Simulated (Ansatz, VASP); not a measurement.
FeO (Wuestite): VASP beside Ansatz

Contents of INCAR:

```
PREC = Accurate
ENCUT = 520
EDIFF = 1E-6
ISMEAR = -1
SIGMA = 0.05
LREAL = False
LASPH = True
NELM = 100
ALGO = Normal
ISIF = 2
LWAVE = False
LCHARG = False
ISPIN = 2
MAGMOM = 4.5 0
LORBIT = 11
LMAXMIX = 4
GGA = PE
NBANDS = 18
```

KPOINTS

```
Automatic mesh
0
Gamma
  11 11 11
```

Contents of POSCAR:

```
FeO
1.0
    1.5188209023      0.8768916568      2.5195772846
   -1.5188209023      0.8768916568      2.5195772846
    0.0000000000     -1.7537833136      2.5195772846
Fe O
1 1
Direct
    0.0000000000      0.0000000000      0.0000000000
    0.5000000000      0.5000000000      0.5000000000
```

Contents of input.yaml:

```yaml
crystal:
  lattice:
    - [1.5188209023, 0.8768916568, 2.5195772846]
    - [-1.5188209023, 0.8768916568, 2.5195772846]
    - [0.0, -1.7537833136, 2.5195772846]
  atoms:
    - { symbol: Fe, position: [0.0, 0.0, 0.0], spin: 3.0 }
    - { symbol: O, position: [0.5, 0.5, 0.5] }
hamiltonian:
  xc: pbe
  pseudopotentials: { kind: paw }
magnetization:
  spin_polarized: true
kpoints:
  mp_grid: { grid: [11, 11, 11] }
scf:
  occupations: { method: fermi_dirac, width: 0.05 }
output:
  forces: true
  stress: true
  eigenvalues: true
```

Alike in both runs: task single point; functional PBE; k mesh 11 × 11 × 11; occupations fermi-dirac, width 0.05 eV; collinear spin, ferromagnetic start.

|  | VASP | Ansatz |
| --- | --- | --- |
| version | VASP 6.6.1 | Ansatz 0.2.0 |
| potentials or method | VASP PAW PBE potentials, release 64 (Fe, O) | Ansatz PAW |
| plane-wave cutoff (eV) | 520 | 420 |
| valence electrons in the cell | 14 | 22 |

VASP gave:

| Property | Result |
| --- | --- |
| gap on the k mesh at the Fermi level (eV) | none |
| pressure (GPa) | -1.2 |
| largest component of the traceless stress (GPa) | 0.66 |
| net moment per atom (μB) | 2.00 |
| size of the moment on the site where the two differ most (μB) | 3.62 |

Question: Estimate Ansatz's values.

Answer: gap on the k mesh at the Fermi level (eV): none; pressure (GPa): -1.2; largest component of the traceless stress (GPa): 0.63; net moment per atom (μB): 2.00; size of the moment on the site where the two differ most (μB): 3.45.

Site moments also hang on the region over which each program counts them. A gap of «none» marks a metal or a gap that the smearing closes. The two sets of potentials don't hold the same shells in valence.

Caveats: a cell with one magnetic atom can't hold antiferromagnetic order, which such compounds often take; semilocal functionals often make such compounds metallic where correlation or magnetic order opens a gap, which also shifts bond lengths; the pressure holds a Pulay correction of +0.6 GPa for the finite cutoff (Ansatz). With open d or f shells a metallic result of PBE can be an artefact of self-interaction; +U or a hybrid may open a gap.
